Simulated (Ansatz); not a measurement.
Calculated with Ansatz: CrCuO₂, relaxation

Launch command:

```bash
ansatz run input.yaml --threads 2 --pin off --max-ram 4096MiB --backend cpu --events-out ev --progress --plain --runs-dir out
```

Input:

```yaml
crystal:
  lattice:
    - [0.0, 1.73582192, 11.52698191]
    - [-1.50326, -0.86790085, 11.52698191]
    - [1.50326, -0.86790085, 11.52698191]
  atoms:
    - { symbol: Cu, position: [0.0, 0.0, 0.0], spin: 1.0 }
    - { symbol: Cu, position: [0.5, 0.5, 0.5], spin: 1.0 }
    - { symbol: O, position: [0.05396, 0.05396, 0.05396] }
    - { symbol: O, position: [0.55396, 0.55396, 0.55396] }
    - { symbol: O, position: [0.44604, 0.44604, 0.44604] }
    - { symbol: O, position: [0.94604, 0.94604, 0.94604] }
    - { symbol: Cr, position: [0.25, 0.25, 0.25], spin: 3.0 }
    - { symbol: Cr, position: [0.75, 0.75, 0.75], spin: 3.0 }
kpoints:
  mp_grid: { grid: [7, 7, 7], shift: [0, 0, 0] }
magnetization:
  spin_polarized: true
scf:
  occupations: { method: gaussian, width: 0.1568 }
  lower_state_search: "off"
hamiltonian:
  pseudopotentials: { kind: paw }
  xc: pbe
  hubbard:
    projectors: atomic
    sites:
      - { species: Cr, l: d, u_eff: 5.13 }
      - { species: Cu, l: d, u_eff: 2.87 }
basis:
  ecutwfc: 420
  fft_grid_basis: typed
relax:
  max_steps: 60
  f_tol: 0.03
output:
  forces: true
  stress: true
  eigenvalues: true
  bader: true
  populations: true
  elf: true
  write_potential: true
  volumetric_format: npy
  dos:
    e_range: [-12, 8]
    de: 0.05
    projected: { site_lists: { Cr: [Cr], Cu: [Cu], O: [O] } }
  write_density: true
checkpoint:
  read: saved_state
```

Origin of the cell: a database entry, scaled a little.

The saved state is a converged single point of the same cell, with its larger moments on Cr7 up, Cr8 up.

Steps:

| step | ΔF (meV/atom) | max force component (eV/Å) | SCF iterations | step was |
| --- | --- | --- | --- | --- |
| 1 | 0.0 | 0.206 | 11 | accepted |
| 2 | -0.3 | 0.114 | 4 | accepted |
| 3 | -0.4 | 0.001 | 7 | accepted |

The starting structure.

Space group R-3m (No. 166); the run's cell has a = 11.657 Å, b = 11.657 Å, c = 11.657 Å, α = 14.82°, β = 14.82°, γ = 14.82°. Shortest distances: Cu–O 1.87 Å, Cr–O 2.01 Å, O–O 2.67 Å, Cu–Cu 3.01 Å, Cr–Cr 3.01 Å, Cr–Cu 3.36 Å.

After:

Space group R-3m (No. 166); the run's cell has a = 11.657 Å, b = 11.657 Å, c = 11.657 Å, α = 14.82°, β = 14.82°, γ = 14.82°. Shortest distances: Cu–O 1.86 Å, Cr–O 2.02 Å, O–O 2.68 Å, Cu–Cu 3.01 Å, Cr–Cr 3.01 Å, Cr–Cu 3.36 Å.

```
CELL_PARAMETERS angstrom
0.00000 1.73582 11.52698
-1.50326 -0.86790 11.52698
1.50326 -0.86790 11.52698
ATOMIC_POSITIONS crystal
Cu 0.00000 0.00000 0.00000
Cu 0.50000 0.50000 0.50000
O 0.05372 0.05372 0.05372
O 0.55372 0.55372 0.55372
O 0.44628 0.44628 0.44628
O 0.94628 0.94628 0.94628
Cr 0.25000 0.25000 0.25000
Cr 0.75000 0.75000 0.75000
```

```
Free energy lowered by                                  : 0.4 meV/atom
Final pressure                                          : 4.06 GPa
Relaxation steps listed                                 : 3
Gap on the mesh                                         : 1.48 eV
Site moments at the end (small spheres, which read low) : Cr7 +2.6, Cr8 +2.6 μB
Total moment                                            : 6.00 μB
```

Caveats: the SCF threshold is looser than advised for a stress; the magnetic state was chosen at the start cell and may not be the lowest after relaxing; the relaxation held the start's symmetry, so the end may be a saddle point; wide smearing.

Time: 96 s on 2 threads of AMD EPYC 7R32 (Zen 2), on a shared host, peak memory 1.3 GiB, from a saved density.
